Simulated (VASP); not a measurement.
# CdH2O2: time-dependent DFT spectra, part 3 of 4

Wanted: excitation energies of CdH2O2 by functional. The cell has space group P-3m1, a computed entry that need not be the common form of this compound. The start is a computed cell from the Materials Project.

VASP 6.6.1, plane waves and PAW; the level of theory is named at each step.

So far, lowest excitation (eV): step 5 (casida equation on LDA, time-dependent LDA, Casida form) 1.84; step 6 (random-phase approximation on LDA, RPA spectrum on LDA) 1.84.

**8. Ground state at HSE06**

This step: HSE06; plane waves and PAW (Cd, O, H) (VASP 6.6.1).

Many-body steps start from the orbitals of a self-consistent run, here HSE06. A small SIGMA keeps every occupation at zero or full.

INCAR

```
SYSTEM = CdH2O2
PREC = Accurate
ENCUT = 420
EDIFF = 1E-08
NELM = 100
ISMEAR = 0
SIGMA = 0.01
LREAL = .FALSE.
ALGO = Normal
LHFCALC = .TRUE.
AEXX = 0.25
GGA = PE
HFSCREEN = 0.2
LASPH = .TRUE.
NBANDS = 19
PRECFOCK = Fast
LORBIT = 11
LWAVE = .TRUE.
LCHARG = .FALSE.
KPAR = 4
```

POSCAR

```
CdH2O2
1.0
    3.5155259648      0.0000000000      0.0000000000
   -1.7577629824      3.0445347931      0.0000000000
    0.0000000000      0.0000000000      4.6429792900
Cd O H
1 2 2
Direct
    0.0000000000      0.0000000000      0.0000000000
    0.6666666700      0.3333333300      0.7647888761
    0.3333333300      0.6666666700      0.2352111239
    0.6666666700      0.3333333300      0.5528399165
    0.3333333300      0.6666666700      0.4471600835
```

KPOINTS

```
Automatic mesh
0
Gamma
6 6 4
0 0 0
```

PAW data sets: Cd, O and H (PBE family, release 64).

The WAVECAR or CHGCAR of an earlier step is read.

Launch:

```console
$ mpirun -np 4 vasp_std
```

The log of the run:

```text
[banner, memory and clock lines left out]
running    4 mpi-ranks, on    1 nodes
 distrk:  each k-point on    1 cores,    4 groups
 distr:  one band on    1 cores,    1 groups

 POSCAR found type information on POSCAR CdO H
 POSCAR found :  3 types and       5 ions
 LDA part: xc-table for (Slater+PW92), standard interpolation
 found WAVECAR, reading the header
 POSCAR, INCAR and KPOINTS ok, starting setup
 FFT: planning ... GRIDC
 FFT: planning ... GRID_SOFT
 FFT: planning ... GRID
 reading WAVECAR
 the WAVECAR file was read successfully
 initial charge from wavefunction
 entering main loop
       N       E                     dE             d eps       ncg     rms          rms(c)
DAV:   1    -0.282592544694E+02   -0.28259E+02   -0.25397E+00   939   0.148E+01    0.271E+00
DAV:   2    -0.282254854439E+02    0.33769E-01   -0.15498E-01   975   0.422E+00    0.125E+00
DAV:   3    -0.282142109253E+02    0.11275E-01   -0.46024E-02  1002   0.187E+00    0.698E-01
DAV:   4    -0.282127847743E+02    0.14262E-02   -0.37016E-03  1023   0.728E-01    0.437E-01
DAV:   5    -0.282121479675E+02    0.63681E-03   -0.11616E-03   971   0.330E-01    0.257E-01
DAV:   6    -0.282120388335E+02    0.10913E-03   -0.19091E-04  1004   0.119E-01    0.148E-01
DAV:   7    -0.282120017757E+02    0.37058E-04   -0.41317E-05  1008   0.596E-02    0.874E-02
DAV:   8    -0.282119958638E+02    0.59119E-05   -0.17525E-05   978   0.351E-02    0.538E-02
DAV:   9    -0.282119959368E+02   -0.72994E-07   -0.32185E-06   989   0.169E-02    0.333E-02
DAV:  10    -0.282119967761E+02   -0.83932E-06   -0.12290E-06   999   0.108E-02    0.202E-02
DAV:  11    -0.282119975128E+02   -0.73668E-06   -0.50563E-07   980   0.659E-03    0.122E-02
DAV:  12    -0.282119979656E+02   -0.45283E-06   -0.22563E-07   984   0.413E-03    0.745E-03
DAV:  13    -0.282119982270E+02   -0.26144E-06   -0.10145E-07   977   0.268E-03    0.458E-03
DAV:  14    -0.282119983598E+02   -0.13277E-06   -0.45161E-08   951   0.176E-03    0.282E-03
DAV:  15    -0.282119984278E+02   -0.68027E-07   -0.21080E-08   801   0.120E-03    0.174E-03
DAV:  16    -0.282119984611E+02   -0.33216E-07   -0.10153E-08   782   0.840E-04    0.107E-03
DAV:  17    -0.282119984803E+02   -0.19278E-07   -0.46911E-09   782   0.557E-04    0.658E-04
DAV:  18    -0.282119984899E+02   -0.95665E-08   -0.22285E-09   747   0.374E-04
   1 F= -.28211998E+02 E0= -.28211998E+02  d E =-.335173E-36
 writing wavefunctions
```

Wall time 11 min (4 MPI ranks of AMD EPYC 7R43, shared host); peak memory 0.95 GiB; 42 min of CPU time.

Parts of OUTCAR (step 8):

```text
   k-points           NKPTS =     24   k-points in BZ     NKDIM =    144   number of bands    NBANDS=     19

   NELECT =      26.0000    total number of electrons

  exchange ACFDT corr.  =         0.00000000  see jH, gK, PRB 81, 115126

 E-fermi :  -1.0939

 k-point     1 :       0.0000    0.0000    0.0000
  band No.  band energies     occupation
    ...
      9      -5.4465      2.00000
     10      -2.2989      2.00000
     11      -2.2988      2.00000
     12      -1.5448      2.00000
     13      -1.5447      2.00000
     14       2.1839      0.00000
     15       6.7240      0.00000
     16      11.1125      0.00000
     17      13.7883      0.00000
     18      13.7883      0.00000
    ...

 POSITION                                       TOTAL-FORCE (eV/Angst)
 -----------------------------------------------------------------------------------
      0.00000      0.00000      0.00000         0.000000      0.000000      0.000000
      1.75776      1.01484      3.55090        -0.000000     -0.000000     -1.100579
     -0.00000      2.02969      1.09208         0.000000      0.000000      1.100579
      1.75776      1.01484      2.56682         0.000000      0.000000      0.965271
     -0.00000      2.02969      2.07616         0.000000      0.000000     -0.965271
 -----------------------------------------------------------------------------------
    total drift:                                0.000000     -0.000000      0.000004

  FREE ENERGIE OF THE ION-ELECTRON SYSTEM (eV)
  ---------------------------------------------------
  free  energy   TOTEN  =       -28.2119984899 eV

  energy  without entropy=      -28.2119984899  energy(sigma->0) =      -28.21199849

[... 7 parts as in an earlier step ...]

[... 9 further parts left out ...]
```

The PAW data sets were made with PBE, which is usual practice but a small mismatch for other functionals.

This step gave:

```
free energy (TOTEN)            : -28.21 eV
Fermi energy                   : -1.094 eV
gap on the k-mesh              : 3.364 eV
least direct gap on the k-mesh : 3.729 eV
```

**9. Empty bands, functional HSE06**

ALGO = Exact diagonalises the converged Hamiltonian in one step, and LOPTICS writes the k-derivatives of the orbitals (WAVEDER), which give the transition dipoles.

INCAR

```
SYSTEM = CdH2O2
PREC = Accurate
ENCUT = 420
ISMEAR = 0
SIGMA = 0.01
LREAL = .FALSE.
LHFCALC = .TRUE.
AEXX = 0.25
GGA = PE
HFSCREEN = 0.2
LASPH = .TRUE.
NBANDS = 32
PRECFOCK = Fast
ALGO = Exact
NELM = 1
LWAVE = .TRUE.
LCHARG = .FALSE.
LOPTICS = .TRUE.
NEDOS = 1000
CSHIFT = 0.1
```

POSCAR is that of step 8.

KPOINTS is that of step 8.

The WAVECAR or CHGCAR of an earlier step is read.

Launch:

```console
$ mpirun -np 4 vasp_std
```

The log of the run:

```text
[banner, memory and clock lines left out]
running    4 mpi-ranks, on    1 nodes
[...]
LDA part: xc-table for (Slater+PW92), standard interpolation
 found WAVECAR, reading the header
  number of bands has changed, file:    19 present:    32
  trying to continue reading WAVECAR, but it might fail
 POSCAR, INCAR and KPOINTS ok, starting setup
[...]
reading WAVECAR
 random initialization beyond band           19
 the WAVECAR file was read successfully
 initial charge from wavefunction
 entering main loop
       N       E                     dE             d eps       ncg     rms          rms(c)
DIA:   1    -0.282119984982E+02   -0.28212E+02    0.00000E+00     0   0.000E+00
   1 F= -.28211998E+02 E0= -.28211998E+02  d E =-.301578E-35
 writing wavefunctions
 optical routines
 imaginary and real dielectric function
 recalculating local potential from charge density
 direction            1
 direction            2
 direction            3
```

Elapsed: 40 min, on 4 MPI ranks; peak memory 1.7 GiB.

Parts of OUTCAR (step 9):

```text
 POSITION                                       TOTAL-FORCE (eV/Angst)
 -----------------------------------------------------------------------------------
      0.00000      0.00000      0.00000        -0.000000      0.000000     -0.000000
      1.75776      1.01484      3.55090         0.000000      0.000000     -1.100582
     -0.00000      2.02969      1.09208         0.000000     -0.000000      1.100582
      1.75776      1.01484      2.56682        -0.000000     -0.000000      0.965257
     -0.00000      2.02969      2.07616         0.000000      0.000000     -0.965257
 -----------------------------------------------------------------------------------
    total drift:                               -0.000000      0.000000     -0.000026

  FREE ENERGIE OF THE ION-ELECTRON SYSTEM (eV)
  ---------------------------------------------------
  free  energy   TOTEN  =       -28.2119984982 eV

  energy  without entropy=      -28.2119984982  energy(sigma->0) =      -28.21199850

[... 2 parts as in an earlier step ...]

[... 1 further part left out ...]
[key lines of the parts left out:]
E-fermi :  -1.0951
```

**10. Casida equation on HSE06**

This step: time-dependent HSE06, Casida form; plane waves and PAW (Cd, O, H) (VASP 6.6.1).

The Casida equation, in the Tamm-Dancoff approximation (ANTIRES = 0), couples the pairs by a local exchange-correlation kernel and by exact exchange, which attracts electron and hole.

INCAR

```
SYSTEM = CdH2O2
PREC = Accurate
ENCUT = 420
ISMEAR = 0
SIGMA = 0.01
LREAL = .FALSE.
LHFCALC = .TRUE.
AEXX = 0.25
GGA = PE
HFSCREEN = 0.2
LASPH = .TRUE.
NBANDS = 32
PRECFOCK = Fast
ALGO = TDHF
NBANDSO = 4
NBANDSV = 5
OMEGAMAX = 25
NEDOS = 1000
CSHIFT = 0.1
LWAVE = .FALSE.
LCHARG = .FALSE.
ANTIRES = 0
LFXC = .TRUE.
LADDER = .TRUE.
```

POSCAR is that of step 9.

KPOINTS is that of step 9.

The WAVECAR or CHGCAR of an earlier step is read.

Launch:

```console
$ mpirun -np 4 vasp_std
```

The log of the run:

```text
[banner, memory and clock lines left out]
 POSCAR found type information on POSCAR CdO H
 POSCAR found :  3 types and       5 ions
|                                                                             |
|           W    W    AA    RRRRR   N    N  II  N    N   GGGG   !!!           |
|           W    W   A  A   R    R  NN   N  II  NN   N  G    G  !!!           |
|           W    W  A    A  R    R  N N  N  II  N N  N  G       !!!           |
|           W WW W  AAAAAA  RRRRR   N  N N  II  N  N N  G  GGG   !            |
|           WW  WW  A    A  R   R   N   NN  II  N   NN  G    G                |
|           W    W  A    A  R    R  N    N  II  N    N   GGGG   !!!           |
|                                                                             |
|     The default for ENCUTGWSOFT is different in this version of VASP.       |
|     please manually set ENCUTGWSOFT =280 in the INCAR file.                 |
|                                                                             |

 LDA part: xc-table for (Slater+PW92), standard interpolation
 found WAVECAR, reading the header
 POSCAR, INCAR and KPOINTS ok, starting setup
 FFT: planning ... GRIDC
 FFT: planning ... GRID_SOFT
 FFT: planning ... GRID
 reading WAVECAR
 the WAVECAR file was read successfully
 initial charge from wavefunction
 available memory per node:    189.89 GB, setting MAXMEM to    194451

 The Fermi energy was updated, please check that it is located mid-gap
 values below the HOMO (VB) or above the LUMO (CB) will cause erroneous energies
 E-fermi :   0.5018

 the WAVEDER file was read successfully
 responsefunction array rank=     544
 LDA part: xc-table for (Slater+PW92), standard interpolation

 Doing            0  frequencies on each core in blocks of            0
 parallelization over k-points
 Using distributed matrix
 Using distributed eigensolver
 allocating two-electron 4 orbital integral table    4    5    4    5
 BSE setting up matrix
 available memory per node:    189.80 GB, setting MAXMEM to    194351
 Calculate matrix elements of the BSE Hamiltonian:
 Workload is divided into blocks of two-electron 4 orbital integrals computed in
  parallel.
 Each block/integral has dimensions  of (   4,   5,   4,   5) orbitals
 Total number of blocks/integrals:                10440
 Number of spins:                                     1
 Number of kpoints:                                 144
 Spin channel:                                        1
  Number of blocks of unoccupied bands:               1
  Number of blocks of occupied bands:                 1
 Number of rows/columns of blocks:                  144

                                                        Time (sec)
               Integrals                 Ranks       Real         CPU
  [         1 -        576/     10440]     4         1.44        0.00
  [       577 -       1152/     10440]     4         2.89        0.00
  [      1153 -       1728/     10440]     4         4.31        0.00
  [      1729 -       2304/     10440]     4         5.75        0.00
  [      2305 -       2880/     10440]     4         7.17        0.00
  [      2881 -       3456/     10440]     4         8.58        0.00
  [      3457 -       4032/     10440]     4         9.97        0.00
  [      4033 -       4608/     10440]     4        11.38        0.00
  [      4609 -       5184/     10440]     4        12.85        0.00
  [      5185 -       5760/     10440]     4        14.31        0.00
  [      5761 -       6336/     10440]     4        15.76        0.00
  [      6337 -       6912/     10440]     4        17.16        0.00
  [      6913 -       7488/     10440]     4        18.61        0.00
  [      7489 -       8064/     10440]     4        20.07        0.00
  [      8065 -       8640/     10440]     4        21.50        0.00
  [      8641 -       9216/     10440]     4        22.95        0.00
  [      9217 -       9792/     10440]     4        24.43        0.00
  [      9793 -      10368/     10440]     4        25.84        0.00
  [     10369 -      10440/     10440]     4        26.19        0.00

[... 3 parts as in an earlier step ...]
```

It took 40 s on 4 MPI ranks; peak memory 1.4 GiB; 2.6 min of CPU time.

From OUTCAR (step 10):

```text
   NELECT =      26.0000    total number of electrons

 E-fermi :   0.5018

[... 8 parts as in an earlier step ...]

[... 2 further parts left out ...]
```

This step gave:

| Item | Value |
| --- | --- |
| lowest excitation | 3.683 eV |
| direct gap less the lowest excitation | 0.04560 eV |

The imaginary dielectric function has structure finer than the step of the table below, so its rows give means over 1 eV, whole bins alone (the curve runs from 0 to 25 eV). Peaks (eV: height): xx 4.4: 3.04, 5.3: 2.21, 5.9: 2.30, 6.4: 3.23, 7.0: 2.66, 8.2: 5.04, 9.4: 2.27; zz 8.4: 1.61, 9.1: 1.73, 9.7: 2.17, 10.2: 3.67, 10.8: 2.65, 11.3: 2.98, 13.3: 1.78.

From 4 filled and 5 empty bands alone, without any pair above OMEGAMAX = 25 eV, so strength is missing wherever others contribute; lines are broadened by CSHIFT, which also makes the tail under the first line. Table of imaginary dielectric function by photon energy; means over each step:

| photon energy (eV) | xx | zz |
| --- | --- | --- |
| 1 | 0.00637 | 0.00151 |
| 2 | 0.0159 | 0.00326 |
| 3 | 0.0405 | 0.00580 |
| 4 | 0.726 | 0.0108 |
| 5 | 1.39 | 0.0732 |
| 6 | 1.77 | 0.161 |
| 7 | 1.90 | 0.517 |
| 8 | 2.46 | 0.648 |
| 9 | 1.96 | 1.30 |
| 10 | 1.44 | 2.31 |
| 11 | 1.39 | 2.10 |
| 12 | 1.40 | 1.23 |
| 13 | 1.12 | 1.15 |
| 14 | 0.856 | 0.858 |
| 15 | 0.646 | 0.615 |
| 16 | 0.190 | 0.175 |
| 17 | 0.0579 | 0.112 |
| 18 | 0.0136 | 0.0157 |
| 19 | 0.00818 | 0.00798 |
| 20 | 0.00589 | 0.00549 |
| 21 | 0.00450 | 0.00408 |
| 22 | 0.00356 | 0.00318 |
| 23 | 0.00290 | 0.00256 |
| 24 | 0.00240 | 0.00210 |

Some of the lowest 40 states alone, with states under 2.5 meV apart joined, scaled to the strongest line shown. Lines of the exciton spectrum (strongest = 100):

| position (eV) | lines merged | oscillator strength |
| --- | --- | --- |
| 3.683 | 2 | 0.0 |
| 4.410 | 4 | 100 |
| 4.453 | 2 | 8.9 |
| 4.721 | 2 | 0.0 |
| 4.741 | 3 | 47 |
| 4.758 | 1 | 0.0 |
| 5.182 | 2 | 0.0 |
| 5.213 | 2 | 43 |
| 5.239 | 1 | 3.7 |
| 5.244 | 1 | 0.0 |
| 5.256 | 2 | 28 |
| 5.260 | 2 | 0.0 |
| 5.265 | 1 | 0.0 |
| 5.267 | 1 | 0.0 |
| 5.466 | 2 | 47 |
| 5.474 | 2 | 0.0 |
| 5.601 | 2 | 0.0 |
| 5.614 | 2 | 0.4 |
| 5.620 | 1 | 0.0 |
| 5.633 | 1 | 0.0 |

The lowest excitation lies at 3.683 eV, -46 meV against the direct gap of these orbitals. It is dark; the first state with over 2 % of the strongest strength among the lowest 40 lies at 4.410 eV. No second mesh in this session tests these energies, peaks and heights, and most of the distance from the gap can be the mesh's own exchange term.

(Continued in part 4 of 4.)

[Lines on the potential files, build, host, timing and source positions are cut from VASP's logs without a mark.]

[Logs are printed without paths, hosts, clocks, repeated set-up lines and the standing remarks that a program may print on its own settings, such as how far it seeks lower states.]

[Hosts, paths, dates, database ids (printed as entryN), source tags and the programs' standing remarks are cut or masked in the printed files.]

[Pressures printed for these runs are not shown converged in the cutoff: they can be off by several GPa and have the wrong sign.]
